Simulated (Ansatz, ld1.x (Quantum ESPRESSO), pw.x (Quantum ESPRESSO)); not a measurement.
**osmium (Os) (fcc): variants of one TM potential in the solid**

* Element: osmium
* Generator: ld1.x (Quantum ESPRESSO) 7.5
* Type: norm-conserving Troullier–Martins (Kleinman–Bylander form)
* Functional: PBE
* Relativity: scalar-relativistic
* Frozen core: [Xe] 4f14
* Valence charge: 8
* Reference configuration: 5d6 6s1.5 6p0.5
* Partial waves: 6s (bound): rc 1.90 bohr; 6p (bound): rc 3.25 bohr; 5d (bound): rc 2.30 bohr
* Local potential: all-electron potential smoothed inside 2.25 bohr (lloc = -2)
* Core correction: Bessel-smoothed model core inside 1.60 bohr

Crystal test: fcc Os in pw.x 7.5, no spin, 15³ k-points, Fermi–Dirac smearing 0.01 Ry, cutoffs set for each file from its atomic test. The reference is all-electron LAPW (Ansatz 0.2.0) with the same functional, mesh and smearing; V0 and B0 come from Birch–Murnaghan fits to the pressures at five volumes. Errors are pseudo minus all-electron; Δ is the rms difference of the E(V) curves that follow from these fits, minima aligned, over ±6 % about the mean V0. Mesh and smearing are coarse, so the numbers serve the comparison and aren't converged zero-temperature values; the lattice is a test structure that the element need not adopt.

All-electron: a0 = 3.856 Å (V0 = 14.34 Å³/atom), B0 = 387.2 GPa.

Base: The largest radius (3.25 bohr) exceeds half the bond length (2.58 bohr), so the spheres overlap, which is one possible source of error among others. The logarithmic derivative shows an extra or strongly shifted pseudo pole above the reference energy (s near 1.27 Ry).

A dash in a converged row means that the minimum lies outside the volumes sampled.

| change | cutoffs (Ry) | pw.x | a0 (Å) | a0 error (%) | B0 error (%) | Δ (meV/atom) | mean pressure error (GPa) |
| --- | --- | --- | --- | --- | --- | --- | --- |
| base | 75/300 | converged | 3.849 | -0.18 | +0.1 | 6.6 | -2.12 |
| local potential all-electron potential smoothed inside 1.52 bohr (lloc = -2) | 70/280 | converged; bound ghost | – | – | – | – | +17.31 |
| wave 5d (bound): rc 2.30 bohr becomes 5d (bound): rc 3.54 bohr | 55/220 | converged | 3.854 | -0.06 | -1.9 | 2.2 | -0.70 |
| local potential all-electron potential smoothed inside 1.60 bohr (lloc = -1) | 70/280 | converged; bound ghost | – | – | – | – | +36.09 |
| wave 6s (bound): rc 1.90 bohr becomes 6s (bound): rc 2.52 bohr | 50/200 | converged | 3.851 | -0.14 | +0.0 | 5.1 | -1.64 |

Task: Give the row for: reference 5d6 6s2 6p0.

Result: pw.x: converged; mean pressure error (GPa): -2.16; a0 (Å): 3.849; a0 error (%): -0.18; B0 error (%): -0.0; Δ (meV/atom): 6.8.
